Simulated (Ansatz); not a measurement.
## Gd: band structure with LDA

Gd:

```
Gd
1.0
     3.63600    0.00000    0.00000
    -1.81800    3.14887    0.00000
     0.00000    0.00000    5.78260
Gd
2
Direct
  0.66667 0.33333 0.75000
  0.33333 0.66667 0.25000
```

```yaml
Program: Ansatz 0.2.0
Task: band structure
Functional: LDA
Potentials_or_basis: all-electron LAPW, relativistic spinors
Cutoff: 156 eV (chosen from the basis error)
Basis_error_allowed: 0.001 eV/atom
k_mesh: 6 × 6 × 4
Occupations: fermi-dirac, width 0.05 eV
Spin: non-collinear spin, ferromagnetic start, spin-orbit coupling
Starting_moments: "[[4.95, 4.95, 0.0], [4.95, 4.95, 0.0]] μB"
```

* Pressure: -3.9 GPa
* Band gap along the path: none (metal or under the smearing width)
* Net moment: 14.96 μB per cell
* Absolute moment: 14.96 μB per cell

Stress tensor (GPa, compression positive):
```
-3.94  0.02  0.00
 0.02 -3.94  0.00
 0.00  0.00 -3.74
```

Levels at the corners of the path, in eV from the Fermi level:
```tsv
point	band 52	band 53	band 54	band 55	band 56	band 57	band 58	band 59	band 60	band 61
Γ	-4.01	-2.35	-1.50	0.24	0.27	0.32	0.35	0.42	0.42	0.55
M	-1.66	-1.24	-1.13	-0.86	-0.51	0.06	0.24	0.30	0.37	0.38
K	-0.88	-0.88	-0.54	-0.48	0.13	0.13	0.26	0.26	0.31	0.35
Γ	-4.01	-2.35	-1.50	0.24	0.27	0.32	0.35	0.42	0.42	0.55
A	-3.44	-2.61	-2.61	0.19	0.19	0.33	0.33	0.40	0.40	0.56
L	-2.08	-1.30	-1.30	-0.34	-0.34	0.13	0.13	0.36	0.36	0.46
H	-0.82	-0.54	-0.54	-0.22	-0.22	-0.03	-0.03	0.29	0.29	0.34
A	-3.44	-2.61	-2.61	0.19	0.19	0.33	0.33	0.40	0.40	0.56
```

Moments on the atoms (μB; x, y, z):
```
Gd  4.79 4.79 0.00
Gd  4.79 4.79 0.00
```

Wall time 4.7 min on 2 threads of Arm Neoverse V1 (shared host), peak memory 0.91 GiB.

Caveat: the k mesh is thin for a metal, which can move the energy by tens of meV per atom; the magnetic state may not be the lowest; an open f shell can end in a state above the lowest. The state reached can hang on the start; a lower one may exist.
